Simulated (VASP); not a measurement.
## SnO₂ in VASP 6.6.1, single-point calculation

INCAR

```
ENCUT = 520
ISIF = 2
SIGMA = 0.02
NSW = 0
IBRION = -1
EDIFF = 1E-7
LCHARG = .FALSE.
LWAVE = .FALSE.
NBANDS = 20
GGA = PE
ALGO = All
NELM = 62
LREAL = .FALSE.
PREC = Accurate
ISYM = 1
LASPH = .TRUE.
ISMEAR = -1
```

KPOINTS

```
KPOINTS created by Atomic Simulation Environment
0
Gamma
8 8 8
0 0 0
```

POSCAR

```
Sn O
 1.0000000000000000
    -0.0187476556000000    2.5334669704000001    2.5334669704000001
     2.5334669704000001   -0.0187476556000000    2.5334669704000001
     2.5147193148000002    2.5147193148000002    0.0000000000000000
 Sn  O
   1   2
Cartesian
  0.0000000000000000  0.0000000000000000 -0.0000000000000000
  1.2573596574000001  1.2573596574000001  1.2687865076305600
  3.7720789721999997  3.7720789721999997  3.7981474331694405
```

The recommended PBE PAW datasets give the neutral cell 26 valence electrons.

Command

```
mpirun -np 1 vasp_std
```

OSZICAR

```
N       E                     dE             d eps       ncg     rms           ort
DAV:   1     0.240068885509E+03    0.24007E+03   -0.13885E+04  1900   0.226E+03
DAV:   2     0.462027005328E+01   -0.23545E+03   -0.22286E+03  1900   0.503E+02
DAV:   3    -0.203961189668E+02   -0.25016E+02   -0.24729E+02  1900   0.135E+02
DAV:   4    -0.210577724352E+02   -0.66165E+00   -0.66107E+00  1900   0.227E+01
DAV:   5    -0.210719900567E+02   -0.14218E-01   -0.14217E-01  1900   0.345E+00
SDA:   6    -0.121173378528E+02    0.89547E+01   -0.14217E-01  1900   0.261E+02   0.000E+00
CGA:   7    -0.170690915533E+02   -0.49518E+01   -0.49482E+01  1900   0.221E+01  -0.119E+00
CGA:   8    -0.176441888315E+02   -0.57510E+00   -0.57548E+00  1900   0.601E+00  -0.375E-02
CGA:   9    -0.178257576760E+02   -0.18157E+00   -0.18189E+00  1900   0.128E+00  -0.302E-02
CGA:  10    -0.178623007428E+02   -0.36543E-01   -0.36573E-01  1900   0.151E-01  -0.370E-03
CGA:  11    -0.178654963136E+02   -0.31956E-02   -0.31968E-02  1900   0.228E-02   0.125E-03
CGA:  12    -0.178661854529E+02   -0.68914E-03   -0.69089E-03  1900   0.241E-03  -0.219E-04
CGA:  13    -0.178662602390E+02   -0.74786E-04   -0.75357E-04  1900   0.723E-04  -0.658E-05
CGA:  14    -0.178662802302E+02   -0.19991E-04   -0.19777E-04  1900   0.177E-04   0.495E-05
CGA:  15    -0.178662861306E+02   -0.59004E-05   -0.60202E-05  1900   0.735E-05  -0.157E-05
CGA:  16    -0.178662881859E+02   -0.20554E-05   -0.20748E-05  1900   0.213E-05  -0.329E-06
CGA:  17    -0.178662886436E+02   -0.45763E-06   -0.45924E-06  1900   0.836E-06   0.194E-07
CGA:  18    -0.178662888074E+02   -0.16380E-06   -0.16892E-06  1900   0.222E-06   0.125E-06
CGA:  19    -0.178662888749E+02   -0.67560E-07   -0.67308E-07  1900   0.941E-07   0.238E-07
   1 F= -.17866289E+02 E0= -.17866287E+02  d E =-.301200E-05
```

From OUTCAR

```
k-points           NKPTS =     95   k-points in BZ     NKDIM =     95   number of bands    NBANDS=     20

   NELECT =      26.0000    total number of electrons

   dimension x,y,z NGX =    28 NGY =   28 NGZ =   28
   dimension x,y,z NGXF=    56 NGYF=   56 NGZF=   56

  energy-cutoff  :      520.00
  volume of cell :       32.52
      direct lattice vectors                 reciprocal lattice vectors
    -0.018747656  2.533466970  2.533466970    -0.195908289  0.195908289  0.197358010
     2.533466970 -0.018747656  2.533466970     0.195908289 -0.195908289  0.197358010
     2.514719315  2.514719315  0.000000000     0.198829347  0.198829347 -0.197358010

 k-points in reciprocal lattice and weights: KPOINTS created by Atomic Simulation Env
   0.00000000  0.00000000  0.00000000       0.002
   0.12500000  0.00000000  0.00000000       0.008
   0.25000000  0.00000000  0.00000000       0.008
   0.37500000  0.00000000  0.00000000       0.008
   0.50000000  0.00000000  0.00000000       0.004
   0.12500000  0.12500000  0.00000000       0.004
   0.25000000  0.12500000  0.00000000       0.008
   0.37500000  0.12500000  0.00000000       0.008
   ...

 E-fermi :   8.2003

 k-point     1 :       0.0000    0.0000    0.0000
  band No.  band energies     occupation
      1     -12.5286      2.00000
      2     -12.5273      2.00000
      3     -12.5253      2.00000
      4     -12.3683      2.00000
      5     -12.3682      2.00000
      6     -11.6942      2.00000
      7      -7.7420      2.00000
      8       5.0663      2.00000
      9       5.1027      2.00000
     10       5.1456      2.00000
     11       6.5908      2.00000
     12       6.6391      2.00000
     13       6.6889      2.00000
     14       8.3214      0.00467
     15      15.0188      0.00000
     16      15.1728      0.00000
     17      15.3230      0.00000
     18      21.5637      0.00000
     19      23.3679      0.00000
     20      23.3715      0.00000

 k-point     2 :       0.1250    0.0000    0.0000
  band No.  band energies     occupation
      1     -12.5974      2.00000
      2     -12.5156      2.00000
      3     -12.5130      2.00000
      4     -12.3689      2.00000
      5     -12.3684      2.00000
      6     -11.5240      2.00000
      7      -7.7361      2.00000
      8       4.5171      2.00000
      9       5.0127      2.00000
     10       5.0586      2.00000
     11       5.7775      2.00000
     12       6.4901      2.00000
     13       6.5473      2.00000
     14       9.6406      0.00000
     15      14.9628      0.00000
     16      15.5129      0.00000
     17      15.7103      0.00000
     18      22.5989      0.00000
     19      23.4119      0.00000
     20      23.4392      0.00000

 k-point     3 :       0.2500    0.0000    0.0000
  band No.  band energies     occupation
      1     -12.7781      2.00000
      2     -12.4919      2.00000
      3     -12.4898      2.00000
      4     -12.3640      2.00000
      5     -12.3616      2.00000
      6     -10.9983      2.00000
      7      -7.8473      2.00000
      8       3.3113      2.00000
      9       4.8435      2.00000
     10       4.8636      2.00000
     11       4.9669      2.00000
     12       6.2502      2.00000
     13       6.2838      2.00000
     14      11.3512      0.00000
     15      15.1235      0.00000
     16      16.5297      0.00000
     17      16.7318      0.00000
     18      23.5030      0.00000
     19      23.5933      0.00000
     20      24.2776      0.00000

 ...

  Total        2.0355534      2.0355534      2.0336089      0.0764968      0.0000000      0.0000000
  in kB      100.2861907    100.2861907    100.1903908      3.7687903      0.0000000      0.0000000
  external PRESSURE =     100.2542574 kB  Pullay stress =       0.0000000 kB

 POSITION                                       TOTAL-FORCE (eV/Angst)
 -----------------------------------------------------------------------------------
      0.00000      0.00000      0.00000         0.000000     -0.000000     -0.000000
      1.25736      1.25736      1.26879        -0.000000      0.000000      0.021411
      3.77208      3.77208      3.79815        -0.000000      0.000000     -0.021411
 -----------------------------------------------------------------------------------
    total drift:                                0.000000     -0.000000      0.000000

  FREE ENERGIE OF THE ION-ELECTRON SYSTEM (eV)
  ---------------------------------------------------
  free  energy   TOTEN  =       -17.8662888749 eV

  energy  without entropy=      -17.8662858629  energy(sigma->0) =      -17.86628737
```

It converged. Results: gap between bands v and c on the k mesh 0.28 eV; least direct gap on the k mesh 1.63 eV; pressure 10.0 GPa; largest force 0.02 eV/Å. Band v is the last that the valence electrons fill when counted band by band, and c is the next.

For comparison, a separate PBE run of the intended cell, on usual settings and not on those above, gives a gap of 0.28 eV on its mesh and a pressure of 10.0 GPa.

The run above took about 94 s on one core of a shared host (Intel Xeon Platinum 8488C) and held 0.25 GiB at most.
